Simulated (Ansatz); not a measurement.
## Levels of theory for Cu₃N (Pm-3m)

All numbers come from the PAW code Ansatz. Spin-unpolarised throughout; all numbers are computed.

Structure: a 4-atom cell of Cu₃N started from a crystallographic database, at its r2SCAN minimum. Space group Pm-3m (No. 221), cubic; conventional cell a = 3.789 Å, 13.60 Å³ an atom. Around Cu lie 2 N at 1.89 Å; around N lie 6 Cu at 1.89 Å.

Relaxed lattice by functional, symmetry kept:

| functional | k mesh | a (Å) | volume (Å³/atom) |
| --- | --- | --- | --- |
| PBE | 6×6×6 | 3.829 | 14.03 |
| r2SCAN | 6×6×6 | 3.789 | 13.60 |
| PBEsol | 6×6×6 | 3.766 | 13.36 |
| LDA | 6×6×6 | 3.721 | 12.89 |
| HSE06 | 4×4×4 | 3.823 | 13.97 |

On this one geometry the levels give:
```csv
level,k mesh,gap (eV),kind,edges,least direct gap (eV),rough cost
LDA,6×6×6,0.14,indirect,R → M,0.66,4 core-seconds
PBE,6×6×6,0.12,indirect,R → M,0.65,6 core-seconds
r2SCAN,6×6×6,0.23,indirect,R → M,0.82,10 core-seconds
HSE06,4×4×4,0.88,indirect,R → M,1.61,2.1 core-minutes
PBE0,4×4×4,1.54,indirect,R → M,2.29,2.1 core-minutes
```
LDA, PBE, r2SCAN, HSE06: smearing of 0.02 eV; the others have fixed occupations.
Wave cutoffs: 420 eV, 500 eV (r2SCAN).
Costs come from shared machines and give only the order; PBE's includes the band path. The runs had 4 threads of Intel(R) Xeon(R) Platinum 8259CL CPU @ 2.50GHz (Skylake/Cascade Lake), on a shared host.

With HSE06 the valence top lies at R and the conduction bottom at M, 0.88 eV higher; the smallest vertical gap, at R–M (0.50 of the way from R), is 1.61 eV.

r2SCAN covers 15 % of the step from PBE to HSE06, while HSE06 needs about 12 times r2SCAN's cost (on a coarser mesh). Among these functionals the gap stays indirect.

The meshes of the hybrids are coarse, so their gaps aren't converged to the digits shown.
